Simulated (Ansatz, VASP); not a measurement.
## Two plane-wave programs on TiSi2

```xyz
3
Lattice="-1.5018 1.7457 4.2947 1.5018 -1.7457 4.2947 1.5018 1.7457 -4.2947" Properties=species:S:1:pos:R:3 pbc="T T T"
Ti    0.0000    0.0000    0.0000
Si    0.0000    0.0000    5.7556
Si    0.0000    0.0000    2.8338
```

The cell comes from a database or a generator and needn't be the stable form of this composition.

Alike in both runs: task single point; functional PBEsol; k mesh 12 × 12 × 12; occupations fermi-dirac, width 0.05 eV; no spin polarisation.

```csv
,VASP,Ansatz
version,VASP 6.6.1,Ansatz 0.2.0
potentials or method,"VASP PAW PBE potentials, release 64 (Ti_sv, Si)",Ansatz PAW
plane-wave cutoff (eV),520,420
valence electrons in the cell,20,20
```

```csv
,VASP,Ansatz,Ansatz less VASP
gap on the k mesh at the Fermi level (eV),none,none,-
pressure (GPa),-10.3,-10.5,-0.12
largest component of the traceless stress (GPa),1.07,1.08,+0.005
rms of the force components (eV/Å),0.050,0.050,+0.0007
```

Atom by atom the forces differ by 0.001 eV/Å (rms over components). A gap of «none» marks a metal or a gap that the smearing closes.

Caveats: the PAW data sets were made with another functional, which shifts forces and pressure a little (VASP); the PAW data sets come from PBE, with cores solved anew for the run's functional, which leaves a small shift of forces and pressure (Ansatz).
